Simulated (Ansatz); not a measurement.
## Hg: stationary points along a deformation path

Computed with Ansatz 0.2.0, DFT PBE+D3(BJ), scalar-relativistic, plane waves, PAW. The runs took a 420 eV cutoff, a Γ-centred 18×18×10 mesh and Gaussian smearing (0.15 eV). Spin–orbit coupling is left out, which can shift energies with elements as heavy as these. No spin polarisation. Energies are free energies at this smearing, counted from the undisturbed cell; pressure is positive in compression.

The undisturbed cell (as given, not relaxed at this level; it stands at -1.1 GPa; this form isn't the usual structure):

```yaml
crystal:
  lattice:
    - [3.46181, 0.00000, 0.00000]
    - [-1.73090, 2.99802, 0.00000]
    - [0.00000, 0.00000, 5.48755]
  atoms:
    - { symbol: Hg, position: [0.66667, 0.33333, 0.75000] }
    - { symbol: Hg, position: [0.33333, 0.66667, 0.25000] }
```

At fixed volume and fractional coordinates, lengths along (0.000, 0.000, 1.000) are scaled against those across it; ρ is that ratio over its starting value. V = 28.476 Å³/atom. Δσ is the stress along the axis less the mean stress across it (compression positive).

| ρ | ΔE (meV/atom) | Δσ (GPa) | space group |
| --- | --- | --- | --- |
| 0.850 | 7.3 | -0.01 | P6_3/mmc |
| 0.920 | 3.0 | 0.59 | P6_3/mmc |
| 0.960 | 0.6 | 0.32 | P6_3/mmc |
| 1.000 | 0.0 | -0.11 | P6_3/mmc |
| 1.100 | 8.3 | -1.36 | P6_3/mmc |
| 1.200 | 26.6 | -2.27 | P6_3/mmc |

How does the stress give the slope of the energy, and where is the energy stationary?

Along the path d ln(length) is 2/3 d ln ρ on the axis and −1/3 d ln ρ across it, so dE/d ln ρ = −(2/3) V Δσ: the energy falls with ρ where Δσ is positive. Δσ vanishes or changes sign at ρ = 0.850 (P6_3/mmc, an end of the scan), at 7.3 meV/atom; between ρ = 0.960 and 1.000, a minimum (near 0.99 by linear interpolation). Pairs of stationary points between two samples would go unseen, and could change a minimum read from distant neighbours into a maximum.

Integrate that slope from ρ = 1 to 0.850 by the trapezoid rule.

With V/N in Å³ and 1 eV/Å³ = 160.2 GPa the slopes at ρ = 1.000, 0.960, 0.920, 0.850 are 13, -38, -70, 1 meV/atom per unit of ln ρ. The steps add 0.5 + 2.3 + 2.7 = 5.6 meV/atom, against 7.3 from the energies; the trapezoid rule misses the curvature of the slope within each step.

In a metal these slopes depend on the k mesh and the smearing.

Cost: 6 runs of about 2.2 core-minutes in all, on Arm Neoverse N1 (shared hosts).